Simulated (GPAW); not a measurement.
InAs, 2 atoms in the cell. Symmetry: F-43m, No. 216, cubic system. The conventional cell has a = 6.036 Å, b = 6.036 Å, c = 6.036 Å, α = 90.00°, β = 90.00°, γ = 90.00°. In (site symmetry -43m) has 4 As at 2.61 Å as nearest neighbours. As (site symmetry -43m) is surrounded by 4 In at 2.61 Å. 

| Quantity | Value |
| --- | --- |
| Program | GPAW 26.7.0 |
| Task | relaxation of cell and atoms |
| Functional | PBE |
| Potentials or basis | GPAW PAW data sets (gpaw-data 1.2.1) |
| Cutoff | 600 eV |
| Basis | pw |
| k mesh | 6 × 6 × 6 |
| Occupations | fermi-dirac, width 0.05 eV |
| Spin | no spin polarisation |
| Maxiter | 150 |
| Optimizer | BFGS |
| Fmax | 0.02 eV/Å |
| Max steps | 60 |
| Convergence | density=1e-05 forces=0.0001 |

Potentials or basis: GPAW PAW data sets (gpaw-data 1.2.1), pw.

Command:

```console
$ OMP_NUM_THREADS=1 python run.py
```

Hardware: 1 thread of Arm Neoverse V2 (shared host).

Q: How long does it take, and how much memory?

A: Wall time 29 s on 1 thread of Arm Neoverse V2, on a shared host, peak memory 0.2 GiB. Counts: scf iterations 37, plane waves 1853, bands 18, k points 16, ion steps 4.
